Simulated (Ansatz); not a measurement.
Level of theory: Ansatz 0.2.0, DFT PBE, scalar-relativistic, plane waves, PAW. Settings: cutoff 420 eV, Γ-centred meshes spaced at most about 0.3 Å⁻¹, and about 0.25 Å⁻¹ or finer for metals (2π included), Gaussian smearing. No spin polarisation.

All energies are static (0 K, no zero-point motion).

Two forms of BiS₄ were relaxed alike.

A.

```xyz
5
Lattice="4.6380 0.0000 0.0000 0.0000 4.6380 0.0000 0.0000 0.0000 4.6380" Properties=species:S:1:pos:R:3 pbc="T T T"
Bi    0.0000    0.0000    0.0000
S     2.3190    2.3190    2.3190
S     0.0000    2.3190    2.3190
S     2.3190    0.0000    2.3190
S     2.3190    2.3190    0.0000
```

B.

```xyz
5
Lattice="4.9070 0.0000 0.0000 0.0000 4.9070 0.0000 0.0000 0.0000 4.9070" Properties=species:S:1:pos:R:3 pbc="T T T"
Bi    0.0000    0.0000    0.0000
S     1.5112    1.5112    1.5112
S     3.3957    3.3957    1.5112
S     1.5112    3.3957    3.3957
S     3.3957    1.5112    3.3957
```

Question: Which is lower in energy, and by how much?

Answer: A is lower, by 0.40 eV/atom. A has space group Pm-3m (No. 221), 20.0 Å³/atom and no gap on its mesh; B has space group P-43m (No. 215), 23.6 Å³/atom and no gap. Counting S atoms around Bi (those within 1.25 times the shortest such distance or 1.15 times the sum of covalent radii; a plus sign parts nearer from farther groups; the shortest distance is added where it is long for a bond), A has Bi 12+8 from 3.3 Å and B has Bi 4. A holds S–S bonds in all directions (shortest 2.32 Å); in B the shortest S–S distance is 2.67 Å, near bonding range too. The denser one is the lower, and pressure would at first widen the difference. Even the lower one lies +0.34 eV/atom against the reference forms of the elements (uncorrected), so neither is stable at this level. Both come from invented guesses. The lowest form computed isn't among them: it has space group P4/mmm (No. 123), 32.9 Å³/atom and lies 110 meV/atom below the best shown.

These runs have no spin–orbit coupling, which can matter for Bi. In Pm-3m, P-43m an odd number of electrons in the primitive cell allows no gap without spin; a larger cell or a magnetic state could open one. Cells relaxed within their symmetry can be saddle points. Some candidate types were left out of the draw beforehand, so a known form may be missing.
